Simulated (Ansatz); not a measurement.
A 2-atom cell of CaS started from a crystallographic database, relaxed with r2SCAN, was run in the PAW code Ansatz under altered settings. All numbers are computed, without spin polarisation but where a row says otherwise.

```yaml
crystal:
  lattice:
    - [0.00000, 2.84794, 2.84794]
    - [2.84794, 0.00000, 2.84794]
    - [2.84794, 2.84794, 0.00000]
  atoms:
    - { symbol: Ca, position: [0.00000, 0.00000, 0.00000] }
    - { symbol: S, position: [0.50000, 0.50000, 0.50000] }
```

The base run's other keys:
```yaml
kpoints:
  mp_grid: { grid: [4, 4, 4] }
hamiltonian:
  xc: hse06
scf:
  occupations: { method: fixed }
  n_extra_bands: 4
```

It takes 12 iterations with 893 plane waves at 420 eV and 8 k points, and leaves a mean stress of +0.16 GPa. The gap over this mesh is 3.411 eV.

Outcomes, with energy and stress as changes against the base:
```csv
setting,outcome,ΔF (meV/atom),Δ mean stress (GPa),gap on the mesh (eV),iterations
"PBE hybrid, exx coeff 0.75, omega 0.3 1/Å",converged,–,-0.8,4.970,17
scf.exx.singularity: wigner_seitz,converged,0.0,0.0,3.411,12
"PBE hybrid, exx coeff 0.2, omega 0.1 1/Å",converged,–,0.0,3.456,12
hamiltonian.xc: cam_b3lyp,converged,–,+0.5,6.317,16
basis.ecutwfc: 80,"converged, warned",+40948,+14.6,3.807,12
scf.n_extra_bands: 5000,refused,–,–,–,–
```
A dash marks a value that wasn't obtained or can't be compared. Stress is positive in compression.

- PBE hybrid, exx coeff 0.75, omega 0.3 1/Å. That is 75 % exact exchange, screened with ω = 0.3 1/Å, against HSE06's 25 % screened at 0.208 1/Å. The mean stress moves by -0.8 GPa and the gap on the mesh by +1.559 eV (to 4.970). Totals of different functionals aren't comparable.
- PBE hybrid, exx coeff 0.2, omega 0.1 1/Å. That is 20 % exact exchange, screened with ω = 0.1 1/Å, against HSE06's 25 % screened at 0.208 1/Å. The mean stress moves by 0.0 GPa and the gap on the mesh by +0.045 eV (to 3.456). Totals of different functionals aren't comparable. The program warns that on this mesh the truncation of the exchange isn't bounded, so part of the change can be an error of the mesh.
- hamiltonian.xc: cam_b3lyp. The mean stress moves by +0.5 GPa and the gap on the mesh by +2.906 eV (to 6.317). It's another functional on the same cell, so totals aren't comparable.
- basis.ecutwfc: 80. 65 plane waves in place of 893. The free energy moves by +40948 meV an atom, the mean stress by +14.6 GPa and the gap on the mesh by +0.395 eV (to 3.807). The basis is too small: these are errors of the cutoff. Warned: cutoff below recommended.
- scf.n_extra_bands: 5000. The input is refused before any iteration. Error: inconsistent input (scf.n_extra_bands, basis.ecutwfc, kpoints): n_bands = 5008 exceeds the smallest per-k basis n_pw = 886 (k-point 2, counted from 0 among those solved) — raise basis.ecutwfc or lower scf.n_extra_bands

Within 1 meV an atom, 0.1 GPa and 0.005 eV of the base stay: scf.exx.singularity: wigner_seitz.

The program warns that its thresholds are loose for a hybrid's stress.

The meshes of the hybrids are coarse, so their gaps aren't converged to the digits shown.
